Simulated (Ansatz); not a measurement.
Input for Ansatz (plane-wave DFT, PAW):

```yaml
crystal:
  lattice:
    - [-3.2693577786, 3.2693577786, 5.1397179511]
    - [3.2693577786, -3.2693577786, 5.1397179511]
    - [3.2693577786, 3.2693577786, -5.1397179511]
  atoms:
    - { symbol: In, position: [0.0, 0.0, 0.0] }
    - { symbol: In, position: [0.0, 0.0, 0.5] }
    - { symbol: In, position: [0.0, 0.5, 0.0] }
    - { symbol: In, position: [0.0, 0.5, 0.5] }
    - { symbol: In, position: [0.5, 0.0, 0.0] }
    - { symbol: In, position: [0.5, 0.0, 0.5] }
    - { symbol: In, position: [0.5, 0.5, 0.0] }
    - { symbol: In, position: [0.5, 0.5, 0.5] }
basis:
  ecutwfc: 420
kpoints:
  mp_grid: { grid: [8, 8, 8] }
hamiltonian:
  xc: pbe
scf:
  occupations: { method: gaussian, width: 0.1 }
output:
  forces: true
  stress: true
  eigenvalues: true
```

Launched with
```bash
ansatz run input.yaml --threads 2 --pin off --max-ram 5120MiB --backend cpu --events-out ev --progress --plain --runs-dir out
```

All numbers below come from DFT PBE, scalar-relativistic, plane waves, PAW (Ansatz 0.2.0).

Part of what the program printed, abridged:

```
Pseudopotentials: kind: paw
Pseudopotential: In, paw, valence charge 13, recommended cutoff 420 eV (normal)
Functional definition: PBE
Crystal: 8 atoms, lattice volume = 219.748 Å³
Basis set: ecut = 420 eV, 4305 PW (Γ), exchange–correlation on 96×96×96 points (8 copies of the dense FFT grid, shifted against one another)
Bands: 63, of which v1, the nominal top of the filled ones, is band 52 counted from 1 (51 counted from 0)
Symmetry: 128 space group operations
Space group: I4/mmm (ITA 139), of the structure as read, at distance tolerance 6.0e-5 Å
k-points: 59 of 512
Initial density: superposition of atomic densities (neutral atoms: chi_scale 0, normalization atom), corrected by the library's trained network
Initial wavefunctions: pseudopotential atomic-orbital guess
Functional: x = pbe(κ = 0.804, μ = 0.21951497), c = pbe(β = 0.06672455)
SCF iter   1: F=—  HF=-44782.787532 eV  |F-HF|=—  |Δ(HF+E_count)|=         —  Δρ=1.36e-3  dr2=2.01e-3  ethr=1.77e-3  ⟨swp⟩=6.4  Hψ=13703  notcnv=0  defer=16
SCF iter   2: F=—  HF=-44782.778875 eV  |F-HF|=—  |Δ(HF+E_count)|=   8.66e-3  Δρ=5.22e-4  dr2=8.21e-4  ethr=1.93e-6  ⟨swp⟩=2.0  Hψ=7268  notcnv=0  defer=26
SCF iter   3: F=—  HF=-44782.778791 eV  |F-HF|=—  |Δ(HF+E_count)|=   8.43e-5  Δρ=3.51e-4  dr2=2.70e-4  ethr=7.89e-7  ⟨swp⟩=3.0  Hψ=6625  notcnv=0  defer=26
SCF iter   4: F=—  HF=-44782.778847 eV  |F-HF|=—  |Δ(HF+E_count)|=   5.57e-5  Δρ=1.35e-4  dr2=2.72e-5  ethr=2.60e-7  ⟨swp⟩=2.1  Hψ=6559  notcnv=0  defer=26
SCF iter   5: F=—  HF=-44782.778761 eV  |F-HF|=—  |Δ(HF+E_count)|=   8.51e-5  Δρ=1.43e-5  dr2=3.87e-7  ethr=2.62e-8  ⟨swp⟩=2.0  Hψ=6119  notcnv=0  defer=26
SCF iter   6: F=-44782.778762 eV  HF=-44782.778762 eV  |F-HF|=1.55e-8  |Δ(HF+E_count)|=   2.28e-7  Δρ=5.44e-6  dr2=4.44e-8  ethr=9.62e-11  ⟨swp⟩=9.2  Hψ=14008  notcnv=0
SCF 1 converged in 6 iterations: F = -44782.778762 eV  dr2 = 4.44e-8
SCF converged after 6 iterations
Free energy (F): -44782.778762 eV
Harris-Foulkes:  -44782.778762 eV  (|F-HF|=1.55e-8)
Internal energy: -44782.762559 eV  (E = F + TS)
E sigma→0 (E₀):  -44782.770660 eV
Entropy (-TS):   -0.016203 eV (-2.025 meV/atom)
Fermi energy:    9.584518 eV
--- Per-component energies (eV) ---
  E_band       = -251.995263
  E_kinetic    = 1926.892006
  E_local      = -8840.608087  (includes V_loc(G=0)·N_el)
  E_nonlocal   = 2928.273312
  E_hartree    = 3460.724125
  E_xc         = -1726.422774
  E_vxc        = -797.615103  (∫ρ·V_xc dr)
  E_paw        = -33216.314379  (= ΣΔE_a)
  E_vpaw       = -2390.400465  (= ΣTr[D̂ρ^β])
  E_aug_tail   = 0.000206  (compensation charges beyond the density's cutoff)
  E_ewald      = -9315.306968
  E_smearing   = -0.016203  (= −TS)
--- Forces (eV/Å), atoms counted from 1 ---
  atom   1  In     0.00000000     0.00000000     0.00000000
  atom   2  In     0.00000000     0.00000000     0.00000000
  atom   3  In     0.00000000     0.00000000     0.00000000
  atom   4  In     0.00000000     0.00000000     0.00000000
  atom   5  In     0.00000000     0.00000000     0.00000000
  atom   6  In     0.00000000     0.00000000     0.00000000
  atom   7  In     0.00000000     0.00000000     0.00000000
  atom   8  In     0.00000000     0.00000000     0.00000000
--- Stress (GPa, compression-positive) ---
       -0.010259       0.000000       0.000000
        0.000000      -0.010259       0.000000
        0.000000       0.000000      -0.032748
  P = ⅓ Tr σ = -0.0178 GPa (-0.178 kbar)
--- Band table (eV; the first three rows and the last of 59) ---
  k-point 0: bands = ["-5.2333", "-5.1721", "-5.1721", "-5.1137", "-5.1137", "-5.1075", "-5.0978", "-5.0589", "-5.0589", "-5.0589", "-5.0589", "-5.0526", "-5.0526", "-5.0526", "-5.0526", "-4.9583", "-4.9583", "-4.9437", "-4.9437", "-4.9437", "-4.9437", "-4.9274", "-4.7937", "-4.7421", "-4.7421", "-4.7421", "-4.7421", "-4.7367", "-4.7367", "-4.7362", "-4.7362", "-4.7170", "-4.6993", "-4.6993", "-4.6961", "-4.6961", "-4.6961", "-4.6961", "-4.6206", "-4.6206", "0.3729", "5.3228", "5.3228", "5.3228", "5.3228", "6.2633", "6.4311", "6.4311", "6.4311", "6.4311", "6.9267", "7.8880", "7.8880", "8.0115", "8.0115", "12.8133", "12.8133", "13.4491", "13.4491", "14.4973", "14.4973", "16.2333", "16.2333"]
  k-point 1: bands = ["-5.2129", "-5.1641", "-5.1567", "-5.1008", "-5.1002", "-5.0951", "-5.0812", "-5.0504", "-5.0504", "-5.0504", "-5.0504", "-5.0413", "-5.0413", "-5.0413", "-5.0413", "-4.9665", "-4.9507", "-4.9435", "-4.9435", "-4.9435", "-4.9435", "-4.9221", "-4.8009", "-4.7510", "-4.7510", "-4.7510", "-4.7510", "-4.7458", "-4.7456", "-4.7431", "-4.7348", "-4.7275", "-4.7204", "-4.7084", "-4.7084", "-4.7084", "-4.7084", "-4.7007", "-4.6474", "-4.6405", "0.4903", "4.8632", "4.8632", "4.8632", "4.8632", "6.2018", "6.3470", "7.0680", "7.1260", "7.1260", "7.1260", "7.1260", "8.0309", "8.0339", "9.8818", "12.2408", "12.7205", "12.9631", "13.5857", "13.7785", "13.8480", "16.2593", "16.2593"]
  k-point 2: bands = ["-5.1538", "-5.1410", "-5.1119", "-5.0658", "-5.0626", "-5.0617", "-5.0333", "-5.0289", "-5.0289", "-5.0289", "-5.0289", "-5.0108", "-5.0108", "-5.0108", "-5.0108", "-4.9898", "-4.9391", "-4.9391", "-4.9391", "-4.9391", "-4.9287", "-4.9102", "-4.8200", "-4.7788", "-4.7759", "-4.7759", "-4.7759", "-4.7759", "-4.7718", "-4.7709", "-4.7610", "-4.7566", "-4.7426", "-4.7426", "-4.7426", "-4.7426", "-4.7308", "-4.7221", "-4.7046", "-4.6964", "0.8443", "4.3045", "4.3045", "4.3045", "4.3045", "4.6650", "6.5942", "7.4852", "8.0353", "8.3885", "8.3885", "8.3885", "8.3885", "8.4643", "11.3701", "11.4372", "11.9457", "12.4924", "12.7427", "13.4063", "13.9911", "15.3702", "15.3702"] ...
  k-point 58: bands = ["-5.1658", "-5.1658", "-5.0548", "-5.0548", "-5.0548", "-5.0548", "-5.0442", "-5.0442", "-5.0090", "-5.0090", "-4.9876", "-4.9876", "-4.9876", "-4.9876", "-4.9645", "-4.9645", "-4.9645", "-4.9645", "-4.8703", "-4.8703", "-4.8703", "-4.8703", "-4.8319", "-4.8319", "-4.8319", "-4.8319", "-4.8168", "-4.8168", "-4.8168", "-4.8168", "-4.8021", "-4.8021", "-4.7688", "-4.7688", "-4.7688", "-4.7688", "-4.7555", "-4.7555", "-4.6206", "-4.6206", "1.9161", "1.9161", "4.2020", "4.2020", "4.2020", "4.2020", "8.3413", "8.3413", "9.6042", "9.6042", "9.6042", "9.6042", "10.1519", "10.1519", "10.1519", "10.1519", "11.0761", "11.0761", "11.0761", "11.0761", "11.4626", "11.4626", "14.043 ...
```

Self-consistency was reached.

Time: 17 s on 2 threads of Arm Neoverse V2 (shared host), peak memory 0.87 GiB.